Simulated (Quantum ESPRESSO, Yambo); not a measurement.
# AlAs (F-43m): dielectric function and energy loss, part 2 of 3

Wanted: the dielectric function of AlAs (F-43m), with cost.

Quantum ESPRESSO 7.5 and Yambo 5.3.0; PBE and many-body steps on it, plane waves.

So far. Step 5 (Independent-particle response): The static value is 11.44. Step 6 (RPA response with local fields, scissors 1.07 eV): The static value is 8.33.

## Step 7: TDDFT response, long-range kernel, scissors 1.07 eV

This step: TDDFT response, long-range kernel on PBE, plane waves, norm-conserving pseudopotentials.

optics5.in

```
optics
chi
dipoles
tddft
Chimod= "LRC"
% QpntsRXd
 1 | 1 |
%
% BndsRnXd
 1 | 51 |
%
NGsBlkXd= 3 Ry
% EnRngeXd
 0 | 20 | eV
%
% DmRngeXd
 0.15 | 0.15 | eV
%
ETStpsXd= 201
% LongDrXd
 1 | 0 | 0 |
%
% XfnQP_E
 1.07 | 1.0 | 1.0 |
%
LRC_alpha= -0.241
```

The run is started by

```console
OMP_NUM_THREADS=1 mpirun -n 4 yambo -F optics5.in -J optics5 -C optics5 > optics5.log
```

Output:

```text
 Yambo, version 5.3.0

 [02] CORE Variables Setup
 =========================

  [... cell, symmetries and grids as in the set-up ...]

  [02.05] Energies & Occupations
  ==============================

  [X] === General ===
  [X] Electronic Temperature                        :  0.000000  0.000000 [eV K]
  [X] Bosonic    Temperature                        :  0.000000  0.000000 [eV K]
  [X] Finite Temperature mode                       : no
  [X] El. density                                   :  0.39692E+24 [cm-3]
[...]
Eqp @ K [ 2]
[...]
Eqp @ K [ 3]
[...]
Eqp @ K [ 8]
[...]
Eqp @ K [ 9]
[...]
[... 5 further rows ...]
   -2.68765   4.24315   5.19209   8.19793   8.91058  11.65899  13.44840  13.64837
   14.98715  17.49834  18.30655  18.39821  18.82710  19.23495  20.15139  22.86156

 [05] Dipoles
 ============

  [05.01] Setup: observables and procedures
  =========================================

  [WARNING] [r,Vnl^pseudo] included in position and velocity dipoles.

  [WARNING] In case H contains other non local terms, these are neglected

 [06] Optics
 ===========

 [09] Game Over & Game summary
```

Run time: 4.7 s. Hardware: 4 MPI ranks of Arm Neoverse V1, shared host; peak memory 1.4 GiB; 15 s of CPU time.

This step gave:

- ε at zero frequency: 9.532
- the same without local fields: 9.267
- loss peak: 17.6 eV

The static value is 9.53.

The ε₂ has structure finer than the step of the table below, so its rows give means over 1 eV, whole bins alone (the curve runs from 0 to 20 eV). Peaks (eV: height): LRC 4.0: 32.5, 5.1: 39.1; no local fields 4.1: 24.0, 5.2: 42.9.

Broadening 0.15 eV; field along x. The ε₂ by energy; means over each step:

| energy (eV) | LRC | no local fields |
| --- | --- | --- |
| 1 | 0.325 | 0.278 |
| 2 | 0.591 | 0.468 |
| 3 | 3.60 | 2.41 |
| 4 | 15.4 | 10.9 |
| 5 | 23.0 | 24.4 |
| 6 | 6.51 | 9.73 |
| 7 | 5.58 | 7.84 |
| 8 | 5.65 | 6.92 |
| 9 | 2.93 | 2.88 |
| 10 | 1.45 | 1.48 |
| 11 | 1.29 | 1.29 |
| 12 | 0.991 | 0.810 |
| 13 | 0.555 | 0.476 |
| 14 | 0.507 | 0.473 |
| 15 | 0.448 | 0.401 |
| 16 | 0.263 | 0.269 |
| 17 | 0.271 | 0.236 |
| 18 | 0.225 | 0.182 |
| 19 | 0.207 | 0.211 |

## Step 8: RPA response with local fields, local-field cutoff (6×6×6 mesh, 51 bands, screening to 13.6 eV, broadening 0.2 eV)

This step: RPA response with local fields on PBE, plane waves, norm-conserving pseudopotentials.

optics6.in

```
optics
chi
dipoles
Chimod= "HARTREE"
% QpntsRXd
 1 | 1 |
%
% BndsRnXd
 1 | 51 |
%
NGsBlkXd= 1 Ry
% EnRngeXd
 0 | 30 | eV
%
% DmRngeXd
 0.2 | 0.2 | eV
%
ETStpsXd= 301
% LongDrXd
 1 | 0 | 0 |
%
```

The run is started by

```console
OMP_NUM_THREADS=1 mpirun -n 4 yambo -F optics6.in -J optics6 -C optics6 > optics6.log
```

Output:

```text
 Yambo, version 5.3.0

 [02] CORE Variables Setup
 =========================

  [... cell, symmetries and grids as in the set-up ...]

  [02.05] Energies & Occupations
  ==============================

  [X] === General ===
  [X] Electronic Temperature                        :  0.000000  0.000000 [eV K]
  [X] Bosonic    Temperature                        :  0.000000  0.000000 [eV K]
  [X] Finite Temperature mode                       : no
  [X] El. density                                   :  0.39692E+24 [cm-3]
[...]
Q [ 8]         [rlu]: -0.16211E-16  0.16667     -0.33333
 Q [ 9]         [rlu]: -0.11803E-16  0.16667     -0.16667
 Q [10]         [rlu]: -0.12963E-16  0.33333      0.33333
     [... 4 further rows ...]
 Q [15]         [rlu]:  0.166667  0.333333 -0.333333
 Q [16]         [rlu]:  0.166667 -0.500000 -0.333333

 [04] Dipoles
 ============

  [04.01] Setup: observables and procedures
  =========================================

  [WARNING] [r,Vnl^pseudo] included in position and velocity dipoles.

  [WARNING] In case H contains other non local terms, these are neglected

 [05] Optics
 ===========

 [08] Game Over & Game summary
```

Elapsed: 3.2 s, on 4 MPI ranks; peak memory 1 GiB; 8.4 s of CPU time.

Numbers from this step:

* ε at zero frequency: 10.65
* the same without local fields: 11.44
* loss peak: 15.9 eV

The static value is 10.65.

## Step 9: RPA response with local fields, local-field cutoff (6×6×6 mesh, 51 bands, screening to 81.6 eV, broadening 0.2 eV)

optics7.in

```
optics
chi
dipoles
Chimod= "HARTREE"
% QpntsRXd
 1 | 1 |
%
% BndsRnXd
 1 | 51 |
%
NGsBlkXd= 6 Ry
% EnRngeXd
 0 | 30 | eV
%
% DmRngeXd
 0.2 | 0.2 | eV
%
ETStpsXd= 301
% LongDrXd
 1 | 0 | 0 |
%
```

The run is started by

```console
OMP_NUM_THREADS=1 mpirun -n 4 yambo -F optics7.in -J optics7 -C optics7 > optics7.log
```

Output:

```text
 Yambo, version 5.3.0

 [02] CORE Variables Setup
 =========================

  [... cell, symmetries and grids as in the set-up ...]

  [02.05] Energies & Occupations
  ==============================

  [X] === General ===
  [X] Electronic Temperature                        :  0.000000  0.000000 [eV K]
  [X] Bosonic    Temperature                        :  0.000000  0.000000 [eV K]
  [X] Finite Temperature mode                       : no
  [X] El. density                                   :  0.39692E+24 [cm-3]
[...]
Q [ 8]         [rlu]: -0.16211E-16  0.16667     -0.33333
 Q [ 9]         [rlu]: -0.11803E-16  0.16667     -0.16667
 Q [10]         [rlu]: -0.12963E-16  0.33333      0.33333
     [... 4 further rows ...]
 Q [15]         [rlu]:  0.166667  0.333333 -0.333333
 Q [16]         [rlu]:  0.166667 -0.500000 -0.333333

 [04] Dipoles
 ============

  [04.01] Setup: observables and procedures
  =========================================

  [WARNING] [r,Vnl^pseudo] included in position and velocity dipoles.

  [WARNING] In case H contains other non local terms, these are neglected

 [05] Optics
 ===========

 [08] Game Over & Game summary
```

Elapsed: 12 s, on 4 MPI ranks; peak memory 1.5 GiB.

This step gave:

| Item | Value |
| --- | --- |
| ε at zero frequency | 10.07 |
| the same without local fields | 11.44 |
| loss peak | 16.4 eV |

The static value is 10.07.

The ε₂ has structure finer than the step of the table below, so its rows give means over 1 eV, whole bins alone (the curve runs from 0 to 30 eV). Peaks (eV: height): HARTREE 3.1: 16.9, 4.2: 30.9; no local fields 3.0: 18.9, 4.2: 36.6.

Broadening 0.2 eV; field along x. The ε₂ by energy; means over each step:

```csv
energy (eV),HARTREE,no local fields
1,0.626,0.746
2,2.51,2.84
3,9.64,11.2
4,19.3,23.7
5,8.83,9.72
6,6.23,7.76
7,6.24,6.58
8,3.44,2.82
9,1.66,1.52
10,1.44,1.31
11,1.07,0.818
12,0.608,0.505
13,0.546,0.485
14,0.467,0.398
15,0.300,0.292
16,0.285,0.242
17,0.242,0.196
18,0.220,0.218
19,0.245,0.157
20,0.156,0.115
21,0.132,0.103
22,0.113,0.0932
23,0.122,0.0961
24,0.114,0.0721
25,0.110,0.0608
26,0.106,0.0505
27,0.0748,0.0441
28,0.0714,0.0398
29,0.0518,0.0298
```

## Step 10: RPA response with local fields, fewer bands (6×6×6 mesh, 17 bands, screening to 40.8 eV, broadening 0.2 eV)

optics8.in

```
optics
chi
dipoles
Chimod= "HARTREE"
% QpntsRXd
 1 | 1 |
%
% BndsRnXd
 1 | 17 |
%
NGsBlkXd= 3 Ry
% EnRngeXd
 0 | 30 | eV
%
% DmRngeXd
 0.2 | 0.2 | eV
%
ETStpsXd= 301
% LongDrXd
 1 | 0 | 0 |
%
```

The run is started by

```console
OMP_NUM_THREADS=1 mpirun -n 4 yambo -F optics8.in -J optics8 -C optics8 > optics8.log
```

Output:

```text
 Yambo, version 5.3.0

 [02] CORE Variables Setup
 =========================

  [... cell, symmetries and grids as in the set-up ...]

  [02.05] Energies & Occupations
  ==============================

  [X] === General ===
  [X] Electronic Temperature                        :  0.000000  0.000000 [eV K]
  [X] Bosonic    Temperature                        :  0.000000  0.000000 [eV K]
  [X] Finite Temperature mode                       : no
  [X] El. density                                   :  0.39692E+24 [cm-3]
[...]
Q [ 8]         [rlu]: -0.16211E-16  0.16667     -0.33333
 Q [ 9]         [rlu]: -0.11803E-16  0.16667     -0.16667
 Q [10]         [rlu]: -0.12963E-16  0.33333      0.33333
     [... 4 further rows ...]
 Q [15]         [rlu]:  0.166667  0.333333 -0.333333
 Q [16]         [rlu]:  0.166667 -0.500000 -0.333333

 [WARNING] [Xd] User bands 1-17 break level degeneracy

 [04] Dipoles
 ============

  [04.01] Setup: observables and procedures
  =========================================

  [WARNING] [r,Vnl^pseudo] included in position and velocity dipoles.

  [WARNING] In case H contains other non local terms, these are neglected

 [05] Optics
 ===========

 [08] Game Over & Game summary
```

It took 2.9 s on 4 MPI ranks; peak memory 1 GiB.

Numbers from this step:

- ε at zero frequency: 10.09
- the same without local fields: 11.39
- loss peak: 19.3 eV

## Step 11: RPA response with local fields, broadening (6×6×6 mesh, 51 bands, screening to 40.8 eV, broadening 0.5 eV)

optics9.in

```
optics
chi
dipoles
Chimod= "HARTREE"
% QpntsRXd
 1 | 1 |
%
% BndsRnXd
 1 | 51 |
%
NGsBlkXd= 3 Ry
% EnRngeXd
 0 | 30 | eV
%
% DmRngeXd
 0.5 | 0.5 | eV
%
ETStpsXd= 301
% LongDrXd
 1 | 0 | 0 |
%
```

The run is started by

```console
OMP_NUM_THREADS=1 mpirun -n 4 yambo -F optics9.in -J optics9 -C optics9 > optics9.log
```

Output:

```text
 Yambo, version 5.3.0

 [02] CORE Variables Setup
 =========================

  [... cell, symmetries and grids as in the set-up ...]

  [02.05] Energies & Occupations
  ==============================

  [X] === General ===
  [X] Electronic Temperature                        :  0.000000  0.000000 [eV K]
  [X] Bosonic    Temperature                        :  0.000000  0.000000 [eV K]
  [X] Finite Temperature mode                       : no
  [X] El. density                                   :  0.39692E+24 [cm-3]
[...]
Q [ 8]         [rlu]: -0.16211E-16  0.16667     -0.33333
 Q [ 9]         [rlu]: -0.11803E-16  0.16667     -0.16667
 Q [10]         [rlu]: -0.12963E-16  0.33333      0.33333
     [... 4 further rows ...]
 Q [15]         [rlu]:  0.166667  0.333333 -0.333333
 Q [16]         [rlu]:  0.166667 -0.500000 -0.333333

 [04] Dipoles
 ============

  [04.01] Setup: observables and procedures
  =========================================

  [WARNING] [r,Vnl^pseudo] included in position and velocity dipoles.

  [WARNING] In case H contains other non local terms, these are neglected

 [05] Optics
 ===========

 [08] Game Over & Game summary
```

Elapsed: 5.6 s, on 4 MPI ranks; peak memory 1.4 GiB.

Numbers from this step:

| Item | Value |
| --- | --- |
| ε at zero frequency | 10.03 |
| the same without local fields | 11.28 |
| loss peak | 16 eV |

The static value is 10.03.

Broadening 0.5 eV; field along x. The ε₂ by energy; read off at these points:

```
energy (eV)  HARTREE  no local fields
        0.0     1.09             1.30
        1.0     1.42             1.68
        2.0     3.54             4.05
        3.0     9.89             11.5
        4.0     16.2             20.0
        4.2     17.7             20.8
        5.0     9.23             10.4
        6.0     6.42             7.71
        7.0     5.91             6.34
        8.0     3.56             3.19
        9.0     1.98             1.89
       10.0     1.60             1.49
       11.0     1.17            0.995
       12.0    0.764            0.678
       13.0    0.643            0.591
       14.0    0.545            0.497
       15.0    0.396            0.382
       16.0    0.347            0.317
       17.0    0.302            0.264
       18.0    0.268            0.260
       19.0    0.272            0.205
       20.0    0.200            0.162
       21.0    0.169            0.143
       22.0    0.148            0.127
       23.0    0.147            0.124
       24.0    0.139            0.101
       25.0    0.132           0.0867
       26.0    0.126           0.0757
       27.0   0.0977           0.0671
       28.0   0.0879           0.0598
       29.0   0.0697           0.0499
       30.0   0.0601           0.0449
```

## Step 12: Empty states on the mesh, 4×4×4 mesh, 51 bands

This step: Quantum ESPRESSO 7.5; DFT, PBE, plane waves, norm-conserving pseudopotentials.

pw.in

```
&control
  calculation = 'nscf'
  prefix = 'x'
  outdir = 'o'
  pseudo_dir = 'pseudo'
/
&system
  ibrav = 0
  nat = 2
  ntyp = 2
  ecutwfc = 76.0
  nbnd = 51
  force_symmorphic = .true.
/
&electrons
  conv_thr = 1e-9
  electron_maxstep = 80
  diago_full_acc = .true.
  diago_thr_init = 5e-6
/
ATOMIC_SPECIES
  Al 26.982 Al.upf
  As 74.922 As.upf
CELL_PARAMETERS angstrom
  0.0000000000 2.8304000000 2.8304000000
  2.8304000000 0.0000000000 2.8304000000
  2.8304000000 2.8304000000 -0.0000000000
ATOMIC_POSITIONS crystal
  Al 0.0000000000 0.0000000000 0.0000000000
  As 0.2500000000 0.2500000000 0.2500000000
K_POINTS automatic
  4 4 4 0 0 0
```

The run is started by

```console
OMP_NUM_THREADS=1 mpirun -n 4 pw.x -nk 4 -in pw.in > pw.out
```

Output:

```text
[banner, memory and clock lines left out]
Program PWSCF v.7.5 starts

     Atomic positions and unit cell read from directory:
     o/x.save/

     Message from routine setup:
     using ibrav=0 with symmetry is DISCOURAGED, use correct ibrav instead

     G-vector sticks info

     bravais-lattice index     =            0
     lattice parameter (alat)  =       7.5642  a.u.
     unit-cell volume          =     306.0343 (a.u.)^3
     number of atoms/cell      =            2
     number of atomic types    =            2
     number of electrons       =        18.00
[...]
48.6467  49.3733  49.3733

          k = 0.1768 0.1768-0.1768 (  3428 PWs)   bands (ev):

[...]
52.4962  52.4962  53.4775

          k =-0.3536-0.3536 0.3536 (  3426 PWs)   bands (ev):

[...]
38.7606  38.7606  39.0192  39.0192  39.6746  40.8351  41.6714  46.1698
    46.1698  46.4921  47.2264  47.2264  48.2868  51.4343  51.4343  54.4957
    54.6546  54.6546  56.0642

          k = 0.3536 0.0000 0.0000 (  3479 PWs)   bands (ev):

     [... further k-points ...]

     highest occupied, lowest unoccupied level (ev):     6.5055    7.9419

     XML data file, pseudopotentials, collected wavefunctions
```

Run time: 3.6 s. Hardware: 4 MPI ranks; peak memory 0.26 GiB; 14 s of CPU time.

Numbers from this step:

* gap: 1.436 eV
* k of the valence top: 0, 0, 0
* k of the conduction bottom: 0, -0.5, -0.5
* least direct gap: 2.045 eV
* k points computed: 8
* lowest point of the top converged band, above the valence top: 42.87 eV

On this mesh the gap is 1.436 eV.

## Step 13: Conversion and set-up

This step: Yambo 5.3.0; conversion and set-up on PBE, plane waves, norm-conserving pseudopotentials.

The run is started by

```console
(cd o/x.save; p2y > p2y.log; mv SAVE ../..); yambo > setup.log
```

Output:

```text
 Yambo, version 5.3.0

 [02] CORE Variables Setup
 =========================

  [02.01] Unit cells
  ==================

  Cell kind             :  FCC
  Atoms in the cell     :  Al  As
  number of Al atoms    :  1
  number of As atoms    :  1

  List of atomic masses
  Mass of Al    :  26.98200
  Mass of As    :  74.92200

  List of atomic coordinates    : [cc]
  Al1       :  0.000000  0.000000  0.000000  order 1
  As1       :  2.674340  2.674340  2.674340  order 2

  Alat factors          :  5.348681  5.348681  5.348681 [a.u.]
  Direct lattice volume :  306.0343 [a.u.]
[...]
==========================================

 IBZ Q-points                                      :   8
 BZ  Q-points                                      :   64

 K/Q-points units:
 rlu = crystal or reduced units; cc = cartesian coordinates; iku = interal k-units

 Q [1]          [rlu]:  0.000000  0.000000  0.000000
 Q [2]          [rlu]:  0.81056E-17  0.81056E-17  0.25000
 Q [3]          [rlu]: -0.16211E-16 -0.16211E-16 -0.50000
[...]
Q [7]          [rlu]:  0.19445E-16 -0.50000     -0.50000
 Q [8]          [rlu]:  0.250000 -0.500000 -0.250000

  [03.01] X indexes
  =================

   [03.01.01] Sigma indexes
   ========================

 [06] Game Over & Game summary
```

Run time: 2.6 s. Hardware: 1 MPI rank; peak memory 0.24 GiB.

[end of part 2 of 3]

[Paths, hosts, dates, memory and timing lines, banners, echoed tables and standing remarks are left out of the program output.]

[Logs are printed without paths, hosts, clocks, repeated set-up lines and the standing remarks that a program may print on its own settings, such as how far it seeks lower states.]

[Runs of the session that timed out or met a known fault of the program may be left out.]

[Hosts, paths, dates, database ids (printed as entryN), source tags and the programs' standing remarks are cut or masked in the printed files.]
